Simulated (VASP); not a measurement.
All values below come from PBEsol GGA, VASP's PBE PAW potentials (set 64) (plane waves; VASP 6.6.1).

Input for VASP

### INCAR
```
SYSTEM = CoPt
PREC = Accurate
ENCUT = 480
EDIFF = 1E-7
NELM = 100
ALGO = Normal
LREAL = .FALSE.
LASPH = .TRUE.
ISMEAR = 1
SIGMA = 0.1
GGA = PS
LMAXMIX = 6
ISPIN = 2
MAGMOM = 1.8 0.4
LORBIT = 10
LWAVE = .FALSE.
LCHARG = .FALSE.
ISIF = 2
```

File KPOINTS:
```
Regular mesh
0
Gamma
 12 12 10
```

File POSCAR:
```
CoPt
1
    2.6582354978     0.0000000000    -0.0000000000
    0.0000000000     2.6582354978     0.0000000000
   -0.0000000000     0.0000000000     3.6540354916
Co Pt
1 1
Direct
  0.0000000000   0.0000000000   0.0000000000
  0.5000000000   0.5000000000   0.5000000000
```

POTCAR, in this order: Co Pt (PBE.64 set). Program: vasp_std.

The resulting files:

File OSZICAR:
```
       N       E                     dE             d eps       ncg     rms          rms(c)
DAV:   1     0.964483507360E+02    0.96448E+02   -0.84524E+03  9542   0.142E+03
DAV:   2    -0.126823121781E+02   -0.10913E+03   -0.10095E+03  9900   0.278E+02
DAV:   3    -0.164613207665E+02   -0.37790E+01   -0.36559E+01 10998   0.635E+01
DAV:   4    -0.165083293989E+02   -0.47009E-01   -0.46972E-01 11194   0.613E+00
DAV:   5    -0.165096310145E+02   -0.13016E-02   -0.13016E-02 11594   0.109E+00    0.184E+01
DAV:   6    -0.180572878278E+02   -0.15477E+01   -0.16800E+01  9740   0.978E+01    0.227E+01
DAV:   7    -0.150211071310E+02    0.30362E+01   -0.11053E+01 11752   0.959E+01    0.909E+00
DAV:   8    -0.149355831453E+02    0.85524E-01   -0.53117E-01 11012   0.114E+01    0.412E+00
DAV:   9    -0.148475147059E+02    0.88068E-01   -0.16032E-01 12766   0.958E+00    0.101E+00
DAV:  10    -0.148462370135E+02    0.12777E-02   -0.16577E-02 13448   0.169E+00    0.451E-01
DAV:  11    -0.148456708040E+02    0.56621E-03   -0.15623E-03 13084   0.940E-01    0.233E-01
DAV:  12    -0.148453697337E+02    0.30107E-03   -0.31249E-04 13252   0.400E-01    0.781E-02
DAV:  13    -0.148453581111E+02    0.11623E-04   -0.28779E-05 11868   0.853E-02    0.352E-02
DAV:  14    -0.148453555221E+02    0.25889E-05   -0.21602E-05 13796   0.521E-02    0.160E-02
DAV:  15    -0.148453561404E+02   -0.61823E-06   -0.13398E-06 12676   0.235E-02    0.753E-03
DAV:  16    -0.148453560852E+02    0.55122E-07   -0.22093E-07  6798   0.934E-03
   1 F= -.14845356E+02 E0= -.14845376E+02  d E =0.605311E-04  mag=     2.2222
```

OUTCAR:
```
------------------------ aborting loop because EDIFF is reached ----------------------------------------
  FORCE on cell =-STRESS in cart. coord.  units (eV):
  Direction    XX          YY          ZZ          XY          YZ          ZX
  --------------------------------------------------------------------------------------
  Total        0.0356426      0.0356426     -0.0075190      0.0000000      0.0000000      0.0000000
  in kB        2.2116720      2.2116720     -0.4665667      0.0000000      0.0000000      0.0000000
  external PRESSURE =       1.3189258 kB  Pullay stress =       0.0000000 kB
  volume of cell :       25.82
      direct lattice vectors                 reciprocal lattice vectors
     2.658235498  0.000000000  0.000000000     0.376189394  0.000000000  0.000000000
     0.000000000  2.658235498  0.000000000     0.000000000  0.376189394  0.000000000
     0.000000000  0.000000000  3.654035492     0.000000000  0.000000000  0.273670029
 POSITION                                       TOTAL-FORCE (eV/Angst)
 -----------------------------------------------------------------------------------
      0.00000      0.00000      0.00000         0.000000      0.000000      0.000000
      1.32912      1.32912      1.82702         0.000000      0.000000      0.000000
 -----------------------------------------------------------------------------------
    total drift:                               -0.000000      0.000000      0.000000
  FREE ENERGIE OF THE ION-ELECTRON SYSTEM (eV)
  ---------------------------------------------------
  free  energy   TOTEN  =       -14.8453560852 eV

  energy  without entropy=      -14.8454166163  energy(sigma->0) =      -14.84537626

 total charge

# of ion       s       p       d       tot
------------------------------------------
    1        0.426   0.475   7.231   8.132
    2        0.725   0.714   8.054   9.493
--------------------------------------------------
tot          1.151   1.189  15.285  17.625

 magnetization (x)

# of ion       s       p       d       tot
------------------------------------------
    1       -0.001  -0.010   1.849   1.837
    2       -0.013  -0.046   0.446   0.387
--------------------------------------------------
tot         -0.014  -0.057   2.295   2.224
```
(Selected blocks of OUTCAR.)

The compound is CoPt in the L1_0 structure. It was relaxed first.
